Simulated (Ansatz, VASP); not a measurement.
# Ti in VASP and in Ansatz

INCAR

```
PREC     = Accurate       # precision mode
ENCUT    = 520            # plane-wave cutoff, eV
EDIFF    = 1E-6           # SCF threshold, eV
ISMEAR   = -1             # smearing method
SIGMA    = 0.1            # smearing width, eV
LREAL    = F              # projectors in reciprocal space
LASPH    = T              # aspherical terms in the spheres
NELM     = 60             # most SCF steps
ALGO     = Normal         # electronic algorithm
ISIF     = 2              # what is computed and relaxed
LWAVE    = F              # write WAVECAR
LCHARG   = F              # write CHGCAR
GGA      = CA             # functional
NBANDS   = 19             # bands
```

KPOINTS

```
Automatic mesh
0
Gamma
  13 13 7
```

File POSCAR:

```
Ti
1.0
    2.8638698861      0.0000000000      0.0000000000
   -1.4319349430      2.4801840745      0.0000000000
    0.0000000000      0.0000000000      4.5399943151
Ti
2
Direct
    0.3333333333      0.6666666667      0.2500000000
    0.6666666667      0.3333333333      0.7500000000
```

Input for Ansatz:

```yaml
crystal:
  lattice:
    - [2.8638698861, 0.0, 0.0]
    - [-1.431934943, 2.4801840745, 0.0]
    - [0.0, 0.0, 4.5399943151]
  atoms:
    - { symbol: Ti, position: [0.3333333333, 0.6666666667, 0.25] }
    - { symbol: Ti, position: [0.6666666667, 0.3333333333, 0.75] }
hamiltonian:
  xc: lda
  pseudopotentials:
    kind: paw
    azcp:
      Ti: "pseudopotentials/Ti.paw.azcp"
basis:
  ecutwfc: 500
  fft_grid_basis: typed
kpoints:
  mp_grid: { grid: [13, 13, 7], shift: [0, 0, 0] }
magnetization:
  spin_polarized: false
scf:
  occupations: { method: fermi_dirac, width: 0.1 }
  lower_state_search: "off"
output:
  stress: true
```

Alike in both runs: task single point; functional LDA; k mesh 13 × 13 × 7; occupations fermi-dirac, width 0.1 eV; no spin polarisation.

|  | VASP | Ansatz |
| --- | --- | --- |
| version | VASP 6.6.1 | Ansatz 0.2.0 |
| potentials or method | VASP PAW LDA potentials, release 64 (Ti_sv) | plane waves (500 eV) with PAW, scalar-relativistic |
| plane-wave cutoff (eV) | 520 | 500 |
| valence electrons in the cell | 24 | 24 |

Ansatz gave:

```
pressure (GPa) : 0.0
```

Task: What did VASP give for the same quantities?

Result: Pressure (GPa): -0.1.

Ansatz warned: «pseudo_functional_mismatch».
